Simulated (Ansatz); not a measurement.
PtS2 in Ansatz: the effect of functional

The system is PtS2.

```xyz
3
Lattice="3.6127 0.0000 0.0000 -1.8063 3.1287 0.0000 0.0000 0.0000 5.1376" Properties=species:S:1:pos:R:3 pbc="T T T"
Pt    0.0000    0.0000    0.0000
S     1.8063    1.0429    3.9714
S     0.0000    2.0858    1.1662
```

The cell isn't the ideal one: volume scaled by 1.06.

Alike in all runs:

```yaml
Program: Ansatz 0.2.0
Task: single point
Potentials_or_basis: Ansatz PAW
k_mesh: 9 × 9 × 5
Occupations: fermi-dirac, width 0.05 eV
Spin: no spin polarisation
```

| functional | cutoff | gap on the mesh (eV) | pressure (GPa) | largest force (eV/Å) |
| --- | --- | --- | --- | --- |
| PBEsol | 420 eV (not typed: the program's choice for these potentials) | 0.89 | -2.2 | 0.13 |
| r2SCAN | 500 eV (not typed: the program's choice for these potentials) | ? | ? | ? |
| LDA | 420 eV (not typed: the program's choice for these potentials) | 0.84 | -4.8 | 0.01 |

Problem. What does the run with functional r2SCAN give?

Solution. gap on the mesh 1.11 eV; pressure 0.2 GPa; largest force 0.38 eV/Å.

Caveats: odd divisions of the mesh miss points on the zone boundary, where band edges often lie, so the gap on the mesh can be too wide; spin-orbit coupling is left out, which moves the levels of the heavy elements; the PAW data sets come from PBE, with cores solved anew for the run's functional, which leaves a small shift of forces and pressure.

A k mesh can miss the band edges.

Runs at the PBE level aren't shown here.
